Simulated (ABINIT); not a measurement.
Input of an ABINIT 10.8.3 (patched build) run:

Contents of run.abi:

```
pp_dirpath "./"
pseudos "Ge.upf"

acell 7.3696306677 7.3696306677 7.3696306677
rprim
    -0.6601525502     0.6601525502     0.3583255794
     0.6601525502    -0.6601525502     0.3583255794
     0.6601525502     0.6601525502    -0.3583255794
ntypat 1
znucl 32
natom 2
typat 1 1
xred
     0.5000000000     0.5000000000     0.0000000000
     0.2500000000     0.7500000000     0.5000000000

ecut 35.0

kptopt 1
ngkpt 8 8 8
nshiftk 1
shiftk 0.0 0.0 0.0

ixc 7

nband 18
occopt 3
tsmear 0.05 eV

nstep 100
tolvrs 1.0e-10

iomode 3
prtwf 0
prtden 0
prteig 0
prtebands 0
enunit 2
```

Potentials or basis: PseudoDojo NC SR LDA v0.4.1 standard.

The run is started by

```bash
$ mpirun --bind-to none -np 4 abinit run.abi > log 2>&1
```

Q: Predict the band gap on the k mesh.

A: None (metal or under the smearing width).
